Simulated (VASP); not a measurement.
# RbBr (Fm-3m) in VASP: a series of runs

Runs on RbBr. Level: r2SCAN. Tasks: single point.

All numbers are computed with VASP 6.6.1; they aren't measurements. Logs are shortened: lines on timing, memory, paths and dates and some standing lists are left out, and cuts for length are marked.

## 1. The crystal as given

The structure is cubic, space group Fm-3m (No. 225). Conventional cell: a = 6.854 Å, b = 6.854 Å, c = 6.854 Å, α = 90.00°, β = 90.00°, γ = 90.00°. Around Rb (site symmetry m-3m) lie 6 Br at 3.43 Å. Br (site symmetry m-3m) is surrounded by 6 Rb at 3.43 Å.

## 2. Single point, r2SCAN

Contents of INCAR:

```
SYSTEM = RbBr
PREC = Accurate
ENCUT = 400
EDIFF = 1E-6
ISMEAR = 0
SIGMA = 0.05
LREAL = Auto
LASPH = .TRUE.
NELM = 100
ALGO = Normal
ISIF = 2
LWAVE = .FALSE.
LCHARG = .FALSE.
METAGGA = R2SCAN
LMIXTAU = .TRUE.
ADDGRID = .FALSE.
```

Contents of KPOINTS:

```
Automatic mesh
0
G
  5 5 5
  0 0 0
```

Contents of POSCAR:

```
RbBr
1.0
    0.0000000000      3.4270000000      3.4270000000
    3.4270000000      0.0000000000      3.4270000000
    3.4270000000      3.4270000000      0.0000000000
Rb Br
1 1
Direct
    0.0000000000      0.0000000000      0.0000000000
    0.5000000000      0.5000000000      0.5000000000
```

Potentials or basis: VASP PAW PBE potentials, release 64 (Rb_sv, Br).

The run is started by

```console
$ cat potpaw_PBE.64/Rb_sv/POTCAR potpaw_PBE.64/Br/POTCAR > POTCAR
$ mpirun -np 1 vasp_std > vasp.out
```

OUTCAR:

```text
SYSTEM = RbBr
   PREC = Accurate
   ENCUT = 400
   EDIFF = 1E-6
   ISMEAR = 0
   LREAL = Auto
   LASPH = .TRUE.
   NELM = 100
   ISIF = 2
   METAGGA = R2SCAN

 Found     10 irreducible k-points:

 Following reciprocal coordinates:
            Coordinates               Weight
  0.000000  0.000000  0.000000      1.000000
  0.200000  0.000000  0.000000      8.000000
  0.400000  0.000000  0.000000      8.000000
  0.200000  0.200000  0.000000      6.000000
  0.400000  0.200000  0.000000     24.000000
 -0.400000  0.200000  0.000000     24.000000
   k-points           NKPTS =     10   k-points in BZ     NKDIM =     10   number of bands    NBANDS=     12
   number of dos      NEDOS =    301   number of ions     NIONS =      2
   total plane-waves  NPLWV =  32768
   dimension x,y,z NGX =    32 NGY =   32 NGZ =   32
   dimension x,y,z NGXF=    64 NGYF=   64 NGZF=   64
   ions per type =               1   1
   NGX,Y,Z   is equivalent  to a cutoff of  10.98, 10.98, 10.98 a.u.
   NGXF,Y,Z  is equivalent  to a cutoff of  21.95, 21.95, 21.95 a.u.
 SYSTEM =  RbBr
   PREC   = accura    normal or accurate (medium, high low for compatibility)
   ISTART =      0    job   : 0-new  1-cont  2-samecut
   ICHARG =      2    charge: 1-file 2-atom 10-const
   ISPIN  =      1    spin polarized calculation?
   LNONCOLLINEAR =      F non collinear calculations
   LSORBIT =      F    spin-orbit coupling
   LASPH  =      T    aspherical Exc in radial PAW
   ENCUT  =  400.0 eV  29.40 Ry    5.42 a.u.   7.90  7.90  7.90*2*pi/ulx,y,z
   NELM   =    100;   NELMIN=  2; NELMDL= -5     # of ELM steps
   EDIFF  = 0.1E-05   stopping-criterion for ELM
   LREAL  =      T    real-space projection
   EDIFFG = 0.1E-04   stopping-criterion for IOM
   NSW    =      0    number of steps for IOM
   IBRION =     -1    ionic relax: 0-MD 1-quasi-New 2-CG
   NFREE  =      0    steps in history (QN), initial steepest desc. (CG)
   ISIF   =      2    stress and relaxation
   ISYM   =      2    0-nonsym 1-usesym 2-fastsym
   POTIM  = 0.5000    time-step for ionic-motion
   TEBEG  =    0.0;   TEEND  =   0.0 temperature during run
   PSTRESS=    0.0 pullay stress
   NELECT =      16.0000    total number of electrons
   NUPDOWN=      -1.0000    fix difference up-down
   EMIN   =  10.00;   EMAX   =-10.00  energy-range for DOS
   EFERMI =   0.00;   METHOD = LEGACY
   ISMEAR =     0;   SIGMA  =   0.05  broadening in eV -4-tet -1-fermi 0-gaus
   EFERMI_NEDOS =   21; number of points for ismear=-14 and -15
   IALGO  =     38    algorithm
   IMIX   =      4    mixing-type and parameters
     AMIX     =   0.40;   BMIX     =  1.00
     AMIX_MAG =   1.60;   BMIX_MAG =  1.00
  volume/ion in A,a.u.               =      40.25       271.61
  Fermi-wavevector in a.u.,A,eV,Ry     =   0.955412  1.805467 12.419564  0.912812
  Thomas-Fermi vector in A             =   2.084247
   LORBIT       =      0    0 simple, 1 ext, 2 COOP (PROOUT), +10 PAW based schemes
   METAGGA = R2SCAN    functional components
   LHFCALC =     F    Hartree Fock is set to
   AEXX    =    0.0000 exact exchange contribution
   IVDW    =     0    specifies the selected vdW correction
   LEPSILON=     F    determine dielectric tensor
   LRPA    =     F    only Hartree local field effects (RPA)
 non-spin polarized calculation
 Gauss-broadening in eV      SIGMA  =   0.05
  energy-cutoff  :      400.00
  volume of cell :       80.50
 maximum number of plane-waves:      1476
   NGX = 15   NGY = 15   NGZ = 15

 number of electron      15.9999999 magnetization

 Free energy of the ion-electron system (eV)
  ---------------------------------------------------
  ext. energy  EPLUGINS =         0.00000000
  ---------------------------------------------------
  free energy    TOTEN  =       -31.15169607 eV

  energy without entropy =      -31.15169607  energy(sigma->0) =      -31.15169607

 E-fermi :  -1.8318     XC(G=0):  -7.6317

 val. band max:       -2.1588111019   @ k =   0.0000   0.0000   0.0000
 cond. band min:       2.8111125263   @ k =   0.0000   0.0000   0.0000
 fundamental gap:      4.9699236282
 Fermi energy:        -1.8317952802

 k-point     1 :       0.0000    0.0000    0.0000
  band No.  band energies     occupation
      1     -27.3128      2.00000
      2     -14.7730      2.00000
      3     -10.8422      2.00000
      4     -10.8422      2.00000
      5     -10.8422      2.00000
      6      -2.1588      2.00000
      7      -2.1588      2.00000
      8      -2.1588      2.00000
      9       2.8111      0.00000
     10       5.7221      0.00000
     11       5.7221      0.00000
     12       5.7221      0.00000

 k-point     2 :       0.2000    0.0000    0.0000
  band No.  band energies     occupation
      1     -27.3095      2.00000
      2     -14.7877      2.00000
      3     -10.8444      2.00000
      4     -10.8444      2.00000
      5     -10.8235      2.00000
      6      -2.5507      2.00000
      7      -2.2855      2.00000
      8      -2.2855      2.00000
      9       3.6814      0.00000
     10       5.5094      0.00000
     11       6.2108      0.00000
     12       6.2108      0.00000

 k-point     3 :       0.4000    0.0000    0.0000
  band No.  band energies     occupation
      1     -27.3040      2.00000
      2     -14.8112      2.00000
      3     -10.8478      2.00000
      4     -10.8478      2.00000
      5     -10.7936      2.00000
      6      -3.0542      2.00000
      7      -2.4763      2.00000
      8      -2.4763      2.00000
      9       4.9603      0.00000
     10       5.9147      0.00000
     11       7.5186      0.00000
     12       7.5186      0.00000

 k-point     4 :       0.2000    0.2000    0.0000
  band No.  band energies     occupation
      1     -27.3084      2.00000
      2     -14.7796      2.00000
      3     -10.8667      2.00000
      4     -10.8667      2.00000
      5     -10.8190      2.00000
      6      -2.6587      2.00000
      7      -2.2316      2.00000
      8      -2.2316      2.00000
      9       3.8052      0.00000
     10       4.8476      0.00000
     11       6.7387      0.00000
     12       6.7387      0.00000

 k-point     5 :       0.4000    0.2000    0.0000
  band No.  band energies     occupation
      1     -27.3037      2.00000
      2     -14.7790      2.00000
      3     -10.8816      2.00000
      4     -10.8767      2.00000
      5     -10.8484      2.00000
      6      -2.8512      2.00000
      7      -2.4311      2.00000
      8      -2.3635      2.00000
      9       4.7243      0.00000
     10       5.1195      0.00000
     11       7.6858      0.00000
     12       7.8870      0.00000

 k-point     6 :      -0.4000    0.2000    0.0000
  band No.  band energies     occupation
      1     -27.3019      2.00000
      2     -14.7866      2.00000
      3     -10.9171      2.00000
      4     -10.8607      2.00000
      5     -10.8220      2.00000
      6      -2.9480      2.00000
      7      -2.5016      2.00000
      8      -2.4912      2.00000
      9       5.2686      0.00000
     10       5.9004      0.00000
     11       7.4431      0.00000
     12       7.8689      0.00000

 [... further k-points ...]

------------------------ aborting loop because EDIFF is reached ----------------------------------------

  FORCE on cell =-STRESS in cart. coord.  units (eV):
  Direction    XX          YY          ZZ          XY          YZ          ZX
  --------------------------------------------------------------------------------------
  -------------------------------------------------------------------------------------
  Total        0.2546572      0.2546572      0.2546572      0.0000000      0.0000000     -0.0000000
  in kB        5.0686731      5.0686731      5.0686731      0.0000000      0.0000000     -0.0000000
  external PRESSURE =       5.0686731 kB  Pullay stress =       0.0000000 kB

 VOLUME and BASIS-vectors are now :
 -----------------------------------------------------------------------------
  energy-cutoff  :      400.00
  volume of cell :       80.50
      direct lattice vectors                 reciprocal lattice vectors
     0.000000000  3.427000000  3.427000000    -0.145900204  0.145900204  0.145900204
     3.427000000  0.000000000  3.427000000     0.145900204 -0.145900204  0.145900204
     3.427000000  3.427000000  0.000000000     0.145900204  0.145900204 -0.145900204

 POSITION                                       TOTAL-FORCE (eV/Angst)
 -----------------------------------------------------------------------------------
      0.00000      0.00000      0.00000         0.000000      0.000000      0.000000
      3.42700      3.42700      3.42700         0.000000      0.000000     -0.000000
 -----------------------------------------------------------------------------------
    total drift:                                0.000000     -0.000000     -0.000000

  FREE ENERGIE OF THE ION-ELECTRON SYSTEM (eV)
  ---------------------------------------------------
  free  energy   TOTEN  =       -31.1516960732 eV

  energy  without entropy=      -31.1516960732  energy(sigma->0) =      -31.15169607
```

Wall time 56 s (1 thread of AMD EPYC 7R13 (Zen 3), shared host); peak memory 0.15 GiB.

The run converged, but some of its settings lie outside the range that counts as converged, so its numbers aren't taken as properties of the crystal.

Results:

```yaml
Free_energy: -31.1517 eV
Pressure: 0.5 GPa
Band_gap_on_the_k_mesh: 4.97 eV, direct
```

Caveat: the PAW data sets were made with another functional, which shifts forces and pressure a little.

## 3. Single point, r2SCAN

Edit INCAR of step 2 so:

```diff
@@ -3,6 +3,6 @@
 ENCUT = 400
-EDIFF = 1E-6
+EDIFF = 0.01
 ISMEAR = 0
 SIGMA = 0.05
-LREAL = Auto
+LREAL = .FALSE.
 LASPH = .TRUE.
```

KPOINTS is that of step 2.

POSCAR is that of step 2.

Potentials or basis: VASP PAW PBE potentials, release 64 (Rb_sv, Br).

The run is started by

```console
$ cat potpaw_PBE.64/Rb_sv/POTCAR potpaw_PBE.64/Br/POTCAR > POTCAR
$ mpirun -np 1 vasp_std > vasp.out
```

OUTCAR:

```text
SYSTEM = RbBr
   PREC = Accurate
   ENCUT = 400
   EDIFF = 0.01
   ISMEAR = 0
   LREAL = .FALSE.
   LASPH = .TRUE.
   NELM = 100
   ISIF = 2
   METAGGA = R2SCAN

 Found     10 irreducible k-points:

 Following reciprocal coordinates:
            Coordinates               Weight
  0.000000  0.000000  0.000000      1.000000
  0.200000  0.000000  0.000000      8.000000
  0.400000  0.000000  0.000000      8.000000
  0.200000  0.200000  0.000000      6.000000
  0.400000  0.200000  0.000000     24.000000
 -0.400000  0.200000  0.000000     24.000000
   k-points           NKPTS =     10   k-points in BZ     NKDIM =     10   number of bands    NBANDS=     12
   number of dos      NEDOS =    301   number of ions     NIONS =      2
   total plane-waves  NPLWV =  32768
   dimension x,y,z NGX =    32 NGY =   32 NGZ =   32
   dimension x,y,z NGXF=    64 NGYF=   64 NGZF=   64
   ions per type =               1   1
   NGX,Y,Z   is equivalent  to a cutoff of  10.98, 10.98, 10.98 a.u.
   NGXF,Y,Z  is equivalent  to a cutoff of  21.95, 21.95, 21.95 a.u.
 SYSTEM =  RbBr
   PREC   = accura    normal or accurate (medium, high low for compatibility)
   ISTART =      0    job   : 0-new  1-cont  2-samecut
   ICHARG =      2    charge: 1-file 2-atom 10-const
   ISPIN  =      1    spin polarized calculation?
   LNONCOLLINEAR =      F non collinear calculations
   LSORBIT =      F    spin-orbit coupling
   LASPH  =      T    aspherical Exc in radial PAW
   ENCUT  =  400.0 eV  29.40 Ry    5.42 a.u.   7.90  7.90  7.90*2*pi/ulx,y,z
   NELM   =    100;   NELMIN=  2; NELMDL= -5     # of ELM steps
   EDIFF  = 0.1E-01   stopping-criterion for ELM
   LREAL  =      F    real-space projection
   EDIFFG = 0.1E+00   stopping-criterion for IOM
   NSW    =      0    number of steps for IOM
   IBRION =     -1    ionic relax: 0-MD 1-quasi-New 2-CG
   NFREE  =      0    steps in history (QN), initial steepest desc. (CG)
   ISIF   =      2    stress and relaxation
   ISYM   =      2    0-nonsym 1-usesym 2-fastsym
   POTIM  = 0.5000    time-step for ionic-motion
   TEBEG  =    0.0;   TEEND  =   0.0 temperature during run
   PSTRESS=    0.0 pullay stress
   NELECT =      16.0000    total number of electrons
   NUPDOWN=      -1.0000    fix difference up-down
   EMIN   =  10.00;   EMAX   =-10.00  energy-range for DOS
   EFERMI =   0.00;   METHOD = LEGACY
   ISMEAR =     0;   SIGMA  =   0.05  broadening in eV -4-tet -1-fermi 0-gaus
   EFERMI_NEDOS =   21; number of points for ismear=-14 and -15
   IALGO  =     38    algorithm
   IMIX   =      4    mixing-type and parameters
     AMIX     =   0.40;   BMIX     =  1.00
     AMIX_MAG =   1.60;   BMIX_MAG =  1.00
  volume/ion in A,a.u.               =      40.25       271.61
  Fermi-wavevector in a.u.,A,eV,Ry     =   0.955412  1.805467 12.419564  0.912812
  Thomas-Fermi vector in A             =   2.084247
   LORBIT       =      0    0 simple, 1 ext, 2 COOP (PROOUT), +10 PAW based schemes
   METAGGA = R2SCAN    functional components
   LHFCALC =     F    Hartree Fock is set to
   AEXX    =    0.0000 exact exchange contribution
   IVDW    =     0    specifies the selected vdW correction
   LEPSILON=     F    determine dielectric tensor
   LRPA    =     F    only Hartree local field effects (RPA)
 non-spin polarized calculation
 Gauss-broadening in eV      SIGMA  =   0.05
  energy-cutoff  :      400.00
  volume of cell :       80.50
 maximum number of plane-waves:      1476
   NGX = 15   NGY = 15   NGZ = 15

 number of electron      15.9999999 magnetization

 Free energy of the ion-electron system (eV)
  ---------------------------------------------------
  ext. energy  EPLUGINS =         0.00000000
  ---------------------------------------------------
  free energy    TOTEN  =       -31.13130297 eV

  energy without entropy =      -31.13130297  energy(sigma->0) =      -31.13130297

 E-fermi :  -1.8727     XC(G=0):  -7.6548

 val. band max:       -2.1344850156   @ k =   0.0000   0.0000   0.0000
 cond. band min:       2.8163471040   @ k =   0.0000   0.0000   0.0000
 fundamental gap:      4.9508321197
 Fermi energy:        -1.8727485969

 k-point     1 :       0.0000    0.0000    0.0000
  band No.  band energies     occupation
      1     -27.3256      2.00000
      2     -14.7436      2.00000
      3     -10.8512      2.00000
      4     -10.8509      2.00000
      5     -10.8509      2.00000
      6      -2.1371      2.00000
      7      -2.1371      2.00000
      8      -2.1345      2.00000
      9       2.8163      0.00000
     10       5.7325      0.00000
     11       5.7328      0.00000
     12       5.7328      0.00000

 k-point     2 :       0.2000    0.0000    0.0000
  band No.  band energies     occupation
      1     -27.3221      2.00000
      2     -14.7588      2.00000
      3     -10.8534      2.00000
      4     -10.8532      2.00000
      5     -10.8313      2.00000
      6      -2.5363      2.00000
      7      -2.2663      2.00000
      8      -2.2641      2.00000
      9       3.6940      0.00000
     10       5.5319      0.00000
     11       6.2243      0.00000
     12       6.2244      0.00000

 k-point     3 :       0.4000    0.0000    0.0000
  band No.  band energies     occupation
      1     -27.3165      2.00000
      2     -14.7832      2.00000
      3     -10.8569      2.00000
      4     -10.8567      2.00000
      5     -10.7996      2.00000
      6      -3.0483      2.00000
      7      -2.4607      2.00000
      8      -2.4587      2.00000
      9       4.9778      0.00000
     10       5.9572      0.00000
     11       7.5392      0.00000
     12       7.5403      0.00000

 k-point     4 :       0.2000    0.2000    0.0000
  band No.  band energies     occupation
      1     -27.3211      2.00000
      2     -14.7504      2.00000
      3     -10.8760      2.00000
      4     -10.8758      2.00000
      5     -10.8268      2.00000
      6      -2.6455      2.00000
      7      -2.2118      2.00000
      8      -2.2101      2.00000
      9       3.8165      0.00000
     10       4.8645      0.00000
     11       6.7560      0.00000
     12       6.7563      0.00000

 k-point     5 :       0.4000    0.2000    0.0000
  band No.  band energies     occupation
      1     -27.3163      2.00000
      2     -14.7498      2.00000
      3     -10.8909      2.00000
      4     -10.8861      2.00000
      5     -10.8560      2.00000
      6      -2.8419      2.00000
      7      -2.4149      2.00000
      8      -2.3448      2.00000
      9       4.7425      0.00000
     10       5.1423      0.00000
     11       7.7105      0.00000
     12       7.8867      0.00000

 k-point     6 :      -0.4000    0.2000    0.0000
  band No.  band energies     occupation
      1     -27.3144      2.00000
      2     -14.7577      2.00000
      3     -10.9269      2.00000
      4     -10.8699      2.00000
      5     -10.8290      2.00000
      6      -2.9406      2.00000
      7      -2.4864      2.00000
      8      -2.4746      2.00000
      9       5.2923      0.00000
     10       5.9397      0.00000
     11       7.4540      0.00000
     12       8.0031      0.00000

 [... further k-points ...]

------------------------ aborting loop because EDIFF is reached ----------------------------------------

  FORCE on cell =-STRESS in cart. coord.  units (eV):
  Direction    XX          YY          ZZ          XY          YZ          ZX
  --------------------------------------------------------------------------------------
  -------------------------------------------------------------------------------------
  Total       -0.2879309     -0.2879309     -0.2879309     -0.0000000      0.0000000      0.0000000
  in kB       -5.7309481     -5.7309481     -5.7309481     -0.0000000      0.0000000      0.0000000
  external PRESSURE =      -5.7309481 kB  Pullay stress =       0.0000000 kB

 VOLUME and BASIS-vectors are now :
 -----------------------------------------------------------------------------
  energy-cutoff  :      400.00
  volume of cell :       80.50
      direct lattice vectors                 reciprocal lattice vectors
     0.000000000  3.427000000  3.427000000    -0.145900204  0.145900204  0.145900204
     3.427000000  0.000000000  3.427000000     0.145900204 -0.145900204  0.145900204
     3.427000000  3.427000000  0.000000000     0.145900204  0.145900204 -0.145900204

 POSITION                                       TOTAL-FORCE (eV/Angst)
 -----------------------------------------------------------------------------------
      0.00000      0.00000      0.00000         0.000000      0.000000      0.000000
      3.42700      3.42700      3.42700         0.000000      0.000000      0.000000
 -----------------------------------------------------------------------------------
    total drift:                                0.000000     -0.000000     -0.000000

  FREE ENERGIE OF THE ION-ELECTRON SYSTEM (eV)
  ---------------------------------------------------
  free  energy   TOTEN  =       -31.1313029714 eV

  energy  without entropy=      -31.1313029714  energy(sigma->0) =      -31.13130297
```

OSZICAR:

```text
N       E                     dE             d eps       ncg     rms          rms(c)
DAV:   1     0.581300682229E+02    0.58130E+02   -0.59674E+03   240   0.954E+02
DAV:   2    -0.305775425835E+02   -0.88708E+02   -0.82168E+02   360   0.176E+02
DAV:   3    -0.355704436495E+02   -0.49929E+01   -0.49769E+01   308   0.499E+01
DAV:   4    -0.357227579308E+02   -0.15231E+00   -0.15206E+00   356   0.720E+00
DAV:   5    -0.357244880061E+02   -0.17301E-02   -0.17299E-02   280   0.901E-01    0.233E+00
DAV:   6    -0.315291762183E+02    0.41953E+01   -0.12457E+00   376   0.793E+00    0.193E+00
DAV:   7    -0.306893876508E+02    0.83979E+00   -0.32901E-01   404   0.505E+00    0.744E-01
DAV:   8    -0.314294007016E+02   -0.74001E+00   -0.43656E-01   304   0.549E+00    0.573E-01
DAV:   9    -0.309878074530E+02    0.44159E+00   -0.22895E-01   240   0.579E+00    0.339E-01
DAV:  10    -0.311376653992E+02   -0.14986E+00   -0.83847E-02   240   0.322E+00    0.253E-01
DAV:  11    -0.311313029714E+02    0.63624E-02   -0.35961E-02   248   0.193E+00
   1 F= -.31131303E+02 E0= -.31131303E+02  d E =-.613673E-15
```

It took 34 s on 1 thread of AMD EPYC 7R13 (Zen 3), shared host; peak memory 0.15 GiB.

These settings aren't checked as converged: the numbers below hold their error.

What came out:

```
Free energy            : -31.1313 eV
Pressure               : -0.6 GPa
Band gap on the k mesh : 4.95 eV, direct
```

Caveat: the PAW data sets were made with another functional, which shifts forces and pressure a little.

[end of part 1 of 2]
